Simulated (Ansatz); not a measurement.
HfO2:

```
CELL_PARAMETERS angstrom
3.55802 0.00000 0.00000
0.00000 3.55802 0.00000
0.00000 0.00000 5.17186
ATOMIC_POSITIONS crystal
Hf 0.00000 0.00000 0.00000
Hf 0.50000 0.50000 0.50000
O 0.00000 0.50000 0.19721
O 0.50000 0.00000 0.30279
O 0.50000 0.00000 0.80279
O 0.00000 0.50000 0.69721
```

Measurements of this composition are mostly on another form, of space group No. 14.

Base run:

* Program: Ansatz 0.2.0
* Functional: r2SCAN
* Potentials or basis: Ansatz PAW
* Cutoff: 500 eV (not typed: the program's choice for these potentials)
* k mesh: 8 × 8 × 5
* Occupations: fermi-dirac, width 0.05 eV
* Spin: no spin polarisation

Its results: band gap on the k mesh 5.32 eV, indirect (least direct gap 5.39 eV); pressure 4.1 GPa; largest force 0.063 eV/Å.

Task: The run is repeated on the same cell with these changes: functional from r2SCAN to PBE; cutoff from 500 eV (not typed: the program's choice for these potentials) to 420 eV (not typed: the program's choice for these potentials). What comes out?

Result: Band gap on the k mesh 4.78 eV, indirect (least direct gap 4.84 eV); pressure 10.0 GPa; largest force 0.140 eV/Å.

r2SCAN gives the wider gap, since meta-GGAs in the generalised Kohn-Sham scheme recover part of the derivative discontinuity.

Caveats: spin-orbit coupling is left out, which moves the levels of the heavy elements; the PAW data sets come from PBE, with cores solved anew for the run's functional, which leaves a small shift of forces and pressure (some runs).
